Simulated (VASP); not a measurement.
# FeSi (P2_13) in VASP: phonons with PBEsol

Aim: the phonons of FeSi with PBEsol.

Program: VASP 6.6.1. These are calculated values, not measurements. Logs are shortened: lines on timing, memory, paths and dates and some standing lists are left out, and cuts for length are marked.

### 1 The structure

Symmetry: P2_13, No. 198, cubic system. Conventional cell: a = 4.551 Å, b = 4.551 Å, c = 4.551 Å, α = 90.00°, β = 90.00°, γ = 90.00°. Fe (site symmetry 3) is surrounded by 7 Si at 2.32 to 2.55 Å. Si (site symmetry 3) is surrounded by 7 Fe at 2.32 to 2.55 Å.

### 2 Phonons, PBEsol

POSCAR reads:

```
FeSi
1.0
    4.5507000000      0.0000000000      0.0000000000
    0.0000000000      4.5507000000      0.0000000000
    0.0000000000      0.0000000000      4.5507000000
Fe Si
4 4
Direct
    0.1365200000      0.1365200000      0.1365200000
    0.3634800000      0.8634800000      0.6365200000
    0.6365200000      0.3634800000      0.8634800000
    0.8634800000      0.6365200000      0.3634800000
    0.8424000000      0.8424000000      0.8424000000
    0.6576000000      0.1576000000      0.3424000000
    0.3424000000      0.6576000000      0.1576000000
    0.1576000000      0.3424000000      0.6576000000
```

INCAR.step1 reads:

```
  ALGO = Normal
  EDIFF = 1E-8
  EDIFFG = -0.002
  ENCUT = 600
  GGA = PS
  IBRION = 2
  ISIF = 3
  ISMEAR = -1
  LASPH = True
  LCHARG = False
  LREAL = False
  LWAVE = False
  NELM = 100
  NSW = 40
  PREC = Accurate
  SIGMA = 0.01
```

INCAR.step2 reads:

```
  ALGO = Normal
  EDIFF = 1E-8
  ENCUT = 600
  GGA = PS
  IBRION = 6
  ISIF = 2
  ISMEAR = -1
  LASPH = True
  LCHARG = False
  LREAL = False
  LWAVE = False
  NELM = 100
  NFREE = 2
  NSW = 1
  POTIM = 0.015
  PREC = Accurate
  SIGMA = 0.01
```

KPOINTS reads:

```
k-points
0
Gamma
  6 6 6
```

Potentials or basis: VASP PAW PBE potentials, release 64 (Fe, Si).

The run is started by

```
> cat potpaw_PBE.64/Fe/POTCAR potpaw_PBE.64/Si/POTCAR > POTCAR
> cp INCAR.step1 INCAR
> mpirun -np 1 vasp_std > vasp.out
> cp CONTCAR POSCAR
> cp INCAR.step2 INCAR
> mpirun -np 1 vasp_std > vasp.out
```

OUTCAR:

```text
EDIFF = 1E-8
   ENCUT = 600
   GGA = PS
   IBRION = 6
   ISIF = 2
   ISMEAR = -1
   LASPH = True
   LREAL = False
   NELM = 100
   NFREE = 2
   NSW = 1
   POTIM = 0.015
   PREC = Accurate

 ion  position               nearest neighbor table
   1  0.137  0.137  0.137-   5 2.26   6 2.29   7 2.29   8 2.29   7 2.47   8 2.47   6 2.47   3 2.70
                             4 2.70   2 2.70   2 2.70   4 2.70   3 2.70
   2  0.363  0.863  0.637-   6 2.26   5 2.29   7 2.29   8 2.29   7 2.47   8 2.47   5 2.47   1 2.70
                             1 2.70   3 2.70   3 2.70   4 2.70   4 2.70
   3  0.637  0.363  0.863-   7 2.26   6 2.29   5 2.29   8 2.29   8 2.47   6 2.47   5 2.47   1 2.70
                             4 2.70   2 2.70   2 2.70   4 2.70   1 2.70
   4  0.863  0.637  0.363-   8 2.26   6 2.29   7 2.29   5 2.29   6 2.47   5 2.47   7 2.47   1 2.70
                             3 2.70   2 2.70   1 2.70   2 2.70   3 2.70
   5  0.841  0.841  0.841-   1 2.26   2 2.29   3 2.29   4 2.29   3 2.47   4 2.47   2 2.47   6 2.73
                             7 2.73   8 2.73   6 2.73   8 2.73   7 2.73
   6  0.659  0.159  0.341-   2 2.26   1 2.29   3 2.29   4 2.29   3 2.47   4 2.47   1 2.47   8 2.73
                             5 2.73   5 2.73   7 2.73   7 2.73   8 2.73
   7  0.341  0.659  0.159-   3 2.26   2 2.29   1 2.29   4 2.29   4 2.47   2 2.47   1 2.47   8 2.73
                             5 2.73   8 2.73   6 2.73   6 2.73   5 2.73
   8  0.159  0.341  0.659-   4 2.26   2 2.29   3 2.29   1 2.29   2 2.47   1 2.47   3 2.47   7 2.73
                             5 2.73   7 2.73   5 2.73   6 2.73   6 2.73

  LATTYP: Found a simple cubic cell.
 ALAT       =     4.4063562877

  Lattice vectors:

 A1 = (   4.4063562877,   0.0000000000,   0.0000000000)
 A2 = (   0.0000000000,   4.4063562877,   0.0000000000)
 A3 = (   0.0000000000,   0.0000000000,   4.4063562877)

Analysis of symmetry for initial positions (statically):
=====================================================================
 Subroutine PRICEL returns:
 Original cell was already a primitive cell.

 Routine SETGRP: Setting up the symmetry group for a
 simple cubic supercell.

 Subroutine GETGRP returns: Found 12 space group operations
 (whereof  3 operations were pure point group operations)
 out of a pool of 48 trial point group operations.

The static configuration has the point symmetry C_3 .
 The point group associated with its full space group is T   .

Analysis of symmetry for dynamics (positions and initial velocities):
=====================================================================
 Subroutine PRICEL returns:
 Original cell was already a primitive cell.

 Routine SETGRP: Setting up the symmetry group for a
 simple cubic supercell.

 Subroutine GETGRP returns: Found 12 space group operations
 (whereof  3 operations were pure point group operations)
 out of a pool of 48 trial point group operations.

The dynamic configuration has the point symmetry C_3 .
 The point group associated with its full space group is T   .

 Subroutine INISYM returns: Found 12 space group operations
 (whereof  3 operations are pure point group operations),
 and found     1 'primitive' translations

----------------------------------------------------------------------------------------

                                     Primitive cell

  volume of cell :      85.5537

  direct lattice vectors                    reciprocal lattice vectors
     4.406356288  0.000000000  0.000000000     0.226944880  0.000000000  0.000000000
     0.000000000  4.406356288  0.000000000     0.000000000  0.226944880  0.000000000
     0.000000000  0.000000000  4.406356288     0.000000000  0.000000000  0.226944880

  length of vectors
     4.406356288  4.406356288  4.406356288     0.226944880  0.226944880  0.226944880

  position of ions in fractional coordinates (direct lattice)
     0.137245108  0.137245108  0.137245108
[... 108 lines left out ...]
     AMIX     =   0.40;   BMIX     =  1.00
     AMIX_MAG =   1.60;   BMIX_MAG =  1.00
  volume/ion in A,a.u.               =      10.69        72.17
  Fermi-wavevector in a.u.,A,eV,Ry     =   1.350234  2.551572 24.805206  1.823131
  Thomas-Fermi vector in A             =   2.477755
   LORBIT       =      0    0 simple, 1 ext, 2 COOP (PROOUT), +10 PAW based schemes
   GGA     = PS    functional components
   LHFCALC =     F    Hartree Fock is set to
   AEXX    =    0.0000 exact exchange contribution
   IVDW    =     0    specifies the selected vdW correction
   LEPSILON=     F    determine dielectric tensor
   LRPA    =     F    only Hartree local field effects (RPA)
 finite differences with symmetry
 non-spin polarized calculation
  energy-cutoff  :      600.00
  volume of cell :       85.55
 maximum number of plane-waves:      2897
   NGX = 17   NGY = 17   NGZ = 17

--------------------------------------- Ionic step        1  -------------------------------------------

 number of electron      48.0000007 magnetization

 Free energy of the ion-electron system (eV)
  ---------------------------------------------------
  ext. energy  EPLUGINS =         0.00000000
  ---------------------------------------------------
  free energy    TOTEN  =       -63.82157020 eV

  energy without entropy =      -63.82154308  energy(sigma->0) =      -63.82155664

------------------------ aborting loop because EDIFF is reached ----------------------------------------

  FORCE on cell =-STRESS in cart. coord.  units (eV):
  Direction    XX          YY          ZZ          XY          YZ          ZX
  --------------------------------------------------------------------------------------
  -------------------------------------------------------------------------------------
  Total       -0.0107006     -0.0107006     -0.0107006     -0.0000000     -0.0000000      0.0000000
  in kB       -0.2003911     -0.2003911     -0.2003911     -0.0000000     -0.0000000      0.0000000
  external PRESSURE =      -0.2003911 kB  Pullay stress =       0.0000000 kB
[... 155 lines left out ...]
--------------------------------------- Ionic step        5  -------------------------------------------

 number of electron      48.0000006 magnetization

 Free energy of the ion-electron system (eV)
  ---------------------------------------------------
  ext. energy  EPLUGINS =         0.00000000
  ---------------------------------------------------
  free energy    TOTEN  =       -63.82008049 eV

  energy without entropy =      -63.82005503  energy(sigma->0) =      -63.82006776

 E-fermi :  10.0568     XC(G=0): -13.0404

 val. band max:        9.9826100343   @ k =   0.0000   0.5000   0.0000
 cond. band min:      10.1354548965   @ k =   0.3333   0.1667   0.1667
 fundamental gap:      0.1528448621
 Fermi energy:        10.0567659131

 k-point     1 :       0.0000    0.0000    0.0000
  band No.  band energies     occupation
      1      -3.4778      2.00000
      2       1.9656      2.00000
      3       1.9831      2.00000
      4       1.9971      2.00000
      5       4.7927      2.00000
      6       4.8017      2.00000
[... 757 lines left out ...]
     28      10.4810      0.00000
     29      15.8225      0.00000

 [... further k-points ...]

------------------------ aborting loop because EDIFF is reached ----------------------------------------

  FORCE on cell =-STRESS in cart. coord.  units (eV):
  Direction    XX          YY          ZZ          XY          YZ          ZX
  --------------------------------------------------------------------------------------
  -------------------------------------------------------------------------------------
  Total        0.0510556      0.0017070     -0.0241477     -0.0180512     -0.0369321      0.0120328
  in kB        0.9561268      0.0319674     -0.4522168     -0.3380475     -0.6916326      0.2253403
  external PRESSURE =       0.1786258 kB  Pullay stress =       0.0000000 kB
[... 23 lines left out ...]
  FREE ENERGIE OF THE ION-ELECTRON SYSTEM (eV)
  ---------------------------------------------------
  free  energy   TOTEN  =       -63.8200804876 eV

  energy  without entropy=      -63.8200550310  energy(sigma->0) =      -63.82006776

 INTERNAL STRAIN TENSORS FROM DISPLACED ATOMS
 ============================================

 INTERNAL STRAIN TENSOR FOR ION    1 for displacements in x,y,z  (eV/Angst):
          X           Y           Z          XY          YZ          ZX
  --------------------------------------------------------------------------------
  x    -5.88075    -1.79094     0.74425    -2.17812    -2.49019    -0.36132
  y     0.74425    -5.88075    -1.79094    -0.36132    -2.17812    -2.49019
  z    -1.79094     0.74425    -5.88075    -2.49019    -0.36132    -2.17812

 INTERNAL STRAIN TENSOR FOR ION    8 for displacements in x,y,z  (eV/Angst):
          X           Y           Z          XY          YZ          ZX
  --------------------------------------------------------------------------------
  x     3.67580     0.66471    -1.05643     1.23611     2.48760     0.69732
  y     1.05643    -3.67580    -0.66471     0.69732    -1.23611     2.48760
  z     0.66471    -1.05643     3.67580     2.48760    -0.69732    -1.23611

 Eigenvectors and eigenvalues of the dynamical matrix
 ----------------------------------------------------

   1 f  =   14.431244 THz    90.674182 2PiTHz  481.374496 cm-1    59.682804 meV
             X         Y         Z           dx          dy          dz
      0.604751  0.604751  0.604751    -0.189875   -0.128126   -0.076018
      1.598427  3.801605  2.807929    -0.210903   -0.061390    0.009172
      2.807929  1.598427  3.801605     0.028867   -0.178776    0.084725
      3.801605  2.807929  1.598427     0.049896   -0.112040   -0.151570
      3.706019  3.706019  3.706019     0.417753    0.379153    0.422855
      2.903515  0.700337  1.502841     0.300211    0.242487   -0.328633
      1.502841  2.903515  0.700337    -0.190806    0.096036    0.093676
      0.700337  1.502841  2.903515    -0.073265   -0.040629    0.000546
[... 243 lines left out ...]
  24 f/i=    0.002171 THz     0.013643 2PiTHz    0.072431 cm-1     0.008980 meV
             X         Y         Z           dx          dy          dz
      0.604751  0.604751  0.604751    -0.097413   -0.395892   -0.009404
      1.598427  3.801605  2.807929    -0.097412   -0.395892   -0.009373
      2.807929  1.598427  3.801605    -0.097395   -0.395886   -0.009400
      3.801605  2.807929  1.598427    -0.097396   -0.395885   -0.009377
      3.706019  3.706019  3.706019    -0.069117   -0.280849   -0.006658
      2.903515  0.700337  1.502841    -0.069117   -0.280849   -0.006664
      1.502841  2.903515  0.700337    -0.069083   -0.280853   -0.006649
      0.700337  1.502841  2.903515    -0.069083   -0.280852   -0.006672

 ELASTIC MODULI CONTR FROM IONIC RELAXATION (kBar)
 Direction    XX          YY          ZZ          XY          YZ          ZX
 --------------------------------------------------------------------------------
 XX        -261.4433    -46.1142    -46.1142      0.0000     -0.0000     -0.0000
 YY         -46.1142   -261.4433    -46.1142     -0.0000     -0.0000     -0.0000
 ZZ         -46.1142    -46.1142   -261.4433      0.0000      0.0000      0.0000
 XY           0.0000     -0.0000      0.0000    -78.6985     -0.0000     -0.0000
 YZ          -0.0000      0.0000      0.0000     -0.0000    -78.6985     -0.0000
 ZX          -0.0000     -0.0000      0.0000     -0.0000     -0.0000    -78.6985
 --------------------------------------------------------------------------------
```

Wall time 12 min (1 thread of Intel Xeon 6975P-C (Granite Rapids), shared host); peak memory 0.56 GiB.

Results:

* Relaxed volume: 10.69 Å³/atom
* Relaxed cell: a = 4.406 Å, b = 4.406 Å, c = 4.406 Å, α = 90.00°, β = 90.00°, γ = 90.00°
* Space group after relaxing (to 0.05 Å): P2_13 (No. 198)
* Highest phonon frequency at Γ, LO-TO splitting left out: 481 cm⁻¹

Step by step:
```
step  energy change (eV)  largest force (eV/Å)  pressure (GPa)  volume (Å³)
   1              0.0000                0.3056          -19.57        94.24
   2              0.5217                0.9077           40.01        75.95
   3             -0.5802                0.1338           -0.71        85.88
   4             -0.5807                0.1457           -0.12        85.68
   5             -0.5806                0.1557            0.37        85.52
   6             -0.5842                0.0617            0.39        85.46
   7             -0.5844                0.0327            0.41        85.44
   8             -0.5844                0.0046           -0.60        85.76
   9             -0.5847                0.0190           -0.08        85.59
  10             -0.5848                0.0072           -0.02        85.56
  11             -0.5848                0.0045            0.01        85.55
  12             -0.5848                0.0043            0.01        85.55
  13             -0.5848                0.0015           -0.02        85.55
```

Final structure:
```
CELL_PARAMETERS angstrom
4.40636 0.00000 0.00000
0.00000 4.40636 0.00000
0.00000 0.00000 4.40636
ATOMIC_POSITIONS crystal
Fe 0.13725 0.13725 0.13725
Fe 0.36275 0.86275 0.63725
Fe 0.63725 0.36275 0.86275
Fe 0.86275 0.63725 0.36275
Si 0.84106 0.84106 0.84106
Si 0.65894 0.15894 0.34106
Si 0.34106 0.65894 0.15894
Si 0.15894 0.34106 0.65894
```

Phonon frequencies in cm⁻¹ (negative: imaginary):
```csv
q point,frequencies
"(0.000, 0.000, 0.000)",0 0 0 213 213 234 234 234 250 306 306 306 352 352 352 354 354 377 377 377 414 481 481 481
```

Caveat: the PAW data sets were made with another functional, which shifts forces and pressure a little. Spin polarisation is off, so any magnetic state and its effect on volume and gap are missing.
